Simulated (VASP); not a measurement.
Input of a VASP 6.6.1 run:

File INCAR:

```
SYSTEM = SnO2
PREC = Accurate
ENCUT = 520
EDIFF = 1E-6
ISMEAR = 0
SIGMA = 0.02
LREAL = .False.
LASPH = .True.
NELM = 100
ALGO = Fast
ISIF = 2
LWAVE = .False.
LCHARG = .False.
GGA = PE
NBANDS = 35
```

KPOINTS

```
Automatic mesh
0
Gamma
  6 6 8
  0 0 0
```

POSCAR

```
SnO2
1.0
    4.8265168590      0.0000000000      0.0000000000
    0.0000000000      4.8283687390      0.0000000000
    0.0000000000      0.0000000000      3.2381668323
Sn O
2 4
Direct
    0.5000000000      0.5000000000      0.5000000000
    0.0000000000      0.0000000000      0.0000000000
    0.3064961737      0.3066617065      0.0000000000
    0.8064961737      0.1933382935      0.5000000000
    0.1935038263      0.8066617065      0.5000000000
    0.6935038263      0.6933382935      0.0000000000
```

Potentials or basis: VASP PAW PBE potentials, release 64 (Sn_d, O).

Run with:

```console
$ cat potpaw_PBE.64/Sn_d/POTCAR potpaw_PBE.64/O/POTCAR > POTCAR
$ mpirun -np 1 vasp_std > vasp.out
```

Question: Predict the band gap on the k mesh.

Answer: 0.67 eV, direct.

Question: Predict the pressure.

Answer: 0.6 GPa.

Question: Predict the largest force.

Answer: 0.017 eV/Å.

Stress tensor (GPa, compression positive):
```
0.53 0.00 0.00
0.00 0.50 0.00
0.00 0.00 0.81
```

Caveat: spin-orbit coupling is left out, which moves the levels of the heavy elements. Expect the measured gap to be larger: semilocal functionals such as PBE lack the derivative discontinuity.
